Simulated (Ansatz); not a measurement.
# Ge (P6_3/mmc), an elastic constant from a strain scan

The calculation used Ansatz, DFT PBEsol, scalar-relativistic, plane waves, PAW. Cutoff 420 eV, Γ-centred 12×12×8 k-points, Gaussian smearing of 0.15 eV. No spin polarisation. Energies are free energies at this smearing, counted from the undisturbed cell; pressure is positive in compression.

The starting cell (relaxed at this level; this form isn't the usual structure):

```
Ge
1.0
     3.99697    0.00000    0.00000
    -1.99848    3.46148    0.00000
     0.00000    0.00000    6.59637
Ge
4
Direct
  0.66667 0.33333 0.06291
  0.33333 0.66667 0.56291
  0.66667 0.33333 0.43709
  0.33333 0.66667 0.93709
```

The cell is strained by ε times the Voigt pattern (0, 1, 0, 0, 0, 0) (xx, yy, zz, yz, xz, xy; engineering shear) with fractional coordinates fixed. The cell holds 4 atoms in V0 = 91.26 Å³. The stress column is τ = (1/V0) dE/dε, got from the stress tensor σ (compression positive) at each point as −det(1 + εP) σ : P(1 + εP)⁻¹, with P the pattern as a tensor.

| ε | ΔE (meV/atom) | τ (GPa) |
| --- | --- | --- |
| -0.0200 | 4.942 | -3.559 |
| -0.0150 | 2.744 | -2.618 |
| -0.0100 | 1.205 | -1.712 |
| -0.0050 | 0.299 | -0.841 |
| 0.0000 | 0.000 | -0.004 |
| 0.0050 | 0.286 | 0.800 |
| 0.0100 | 1.134 | 1.573 |
| 0.0150 | 2.521 | 2.316 |
| 0.0175 | 3.409 | 2.676 |
| 0.0200 | ? | ? |

**Question.** Which combination of elastic constants does this scan measure, and how large is it?

**Answer.** For small ε, τ = τ0 + Kε with K = pᵀCp, which for this pattern is C22 in the Cartesian frame shown. The parabola through τ at ε = -0.0050, 0 and 0.0050 has slope K = 164 GPa at zero. The energies per cell, E = NΔE, of the same two points give K = 2[E(ε₊)/ε₊ − E(ε₋)/ε₋]/[(ε₊ − ε₋)V0] = 164 GPa, in agreement. These are clamped-ion values.

**Question.** Predict the withheld row at ε = 0.0200 from the harmonic law, and compare.

**Answer.** ΔE = V0(τ0 ε + Kε²/2)/N = 4.664 meV/atom and τ = 3.28 GPa. The calculation gives 4.425 meV/atom and 3.03 GPa: the energy lies 5 % below the harmonic value, as bonds soften when stretched.

Forces appear on the atoms along this scan, and letting them relax would lower the energy and soften the response. In a metal these slopes depend on the k mesh and the smearing.